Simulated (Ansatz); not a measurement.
## Sb under changes of volume

One of the cells (29.904 Å³/atom); the others are scaled copies at fixed shape and fractional positions:

```
Sb
1.0
     3.12240    0.00000    0.00000
     0.00000    4.34752    0.00000
    -0.03891    0.00000    4.40585
Sb
2
Direct
  0.01139 0.25000 0.24117
  0.98861 0.75000 0.75883
```

This isn't the form of Sb at room conditions, which is rhombohedral.

* Program: Ansatz 0.2.0
* Functional: PBEsol
* Potentials or basis: JTH PAW
* Cutoff: 1950 eV (not typed: the program's choice for these potentials)
* k mesh: 9 × 6 × 6
* Occupations: fermi-dirac, width 0.05 eV
* Spin: no spin polarisation

```tsv
volume (Å³/atom)	energy over the lowest point (meV/atom)	pressure (GPa)	largest force (eV/Å)
28.110	?	?	?
28.708	0.00	0.1	0.104
29.306	2.15	-1.1	0.072
29.904	8.51	-2.2	0.047
30.502	18.62	-3.2	0.033
31.100	32.03	-4.0	0.038
31.698	48.40	-4.8	0.055
```

Task: What does the run at 28.110 Å³/atom give?

Result: Energy over the lowest point 2.61 meV/atom; pressure 1.4 GPa; largest force 0.141 eV/Å.

Worked out: A Birch-Murnaghan fit of order 3 (a polynomial in V^(-2/3)) to the other rows has its minimum at 28.72 Å³/atom with B0 = V·E''(V) = 61 GPa and B' = 4.7 at fixed shape and positions, which overstates the stiffness. It gives 2.60 meV/atom at 28.110 Å³/atom, against the run's 2.61, and -dE/dV = 1.4 GPa, against 1.4.

Energies are extrapolated to zero smearing.
